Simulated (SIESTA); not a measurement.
Something may be wrong with this SIESTA 5.4.2 calculation of MgB2.

The input MgB2.fdf:

```
SystemName                      MgB2
SystemLabel                     MgB2
NumberOfSpecies                 2
NumberOfAtoms                   3
%block ChemicalSpeciesLabel
  1  12 Mg
  2   5 B
%endblock ChemicalSpeciesLabel

LatticeConstant                 1.0 Ang
%block LatticeVectors
     3.0850000000     0.0000000000     0.0000000000
    -1.5425000000     2.6716883707     0.0000000000
     0.0000000000     0.0000000000     3.5230000000
%endblock LatticeVectors
AtomicCoordinatesFormat         Fractional
%block AtomicCoordinatesAndAtomicSpecies
     0.0000000000     0.0000000000     0.0000000000  1  Mg
     0.6666666667     0.3333333333     0.5000000000  2  B
     0.3333333333     0.6666666667     0.5000000000  2  B
%endblock AtomicCoordinatesAndAtomicSpecies

%block kgrid.MonkhorstPack
   10   0   0  0.0
    0  10   0  0.0
    0   0   8  0.0
%endblock kgrid.MonkhorstPack
XC.Functional                   GGA
XC.Authors                      PBE
PAO.BasisSize                   DZP
PAO.EnergyShift                 0.003 Ry
Mesh.Cutoff                     800 Ry
OccupationFunction              FD
ElectronicTemperature           0.05 eV
MaxSCFIterations                75
SCF.MustConverge                false
SCF.Mixer.Method                Linear
SCF.Mixer.Weight                1.3
SCF.Mixer.History               8
SCF.DM.Tolerance                5.0e-05
SCF.H.Tolerance                 1.0e-03 eV
WriteForces                     true
Charge.Mulliken                 end
%block PAO.Basis
  Mg 4
  n=2 0 2
    2.604 0.000
  n=3 0 2
    8.245 0.000
  n=2 1 2
    2.943 0.000
  n=3 1 1
    8.245
%endblock PAO.Basis
```

Potentials or basis: PseudoDojo 0.4 standard (PBE files), DZP (energy shift 0.003 Ry; two zetas on semicore shells).

Run with:

```bash
$ siesta < MgB2.fdf > MgB2.out 2>&1
```

MgB2.out:

```text
Version         : 5.4.2

                           ***********************
                           *  WELCOME TO SIESTA  *
                           ***********************

 NOTE: Siesta V5 introduces some new defaults for basis-set generation
 NOTE: which might lead to slightly different numerical results.
 NOTE: Please see the manual for full details and compatibility measures.

[... 499 lines left out ...]
redata: Using Saved Data (generic)                  =   F
redata: Use continuation files for DM               =   T
redata: Neglect nonoverlap interactions             =   F
redata: Method of Calculation                       = Diagonalization
redata: Electronic Temperature                      =   580.2259 K
redata: Fix the spin of the system                  =   F
redata: Max. number of TDED Iter                    =        1
redata: Number of TDED substeps                     =        3
redata: Dynamics option                             = Single-point calculation
m_mixing: Mixing weight should be: 0 < weight <= 1
Stopping Program from Node:    0
m_mixing: Mixing weight should be: 0 < weight <= 1
Stopping Program from Node:    0
```

How did it end, and where is the flaw?

The input was rejected before any iteration. The input holds a flaw that was put in on purpose: linear mixing with far too large a weight (SCF.Mixer.Method = Linear; SCF.Mixer.Weight = 1.3).
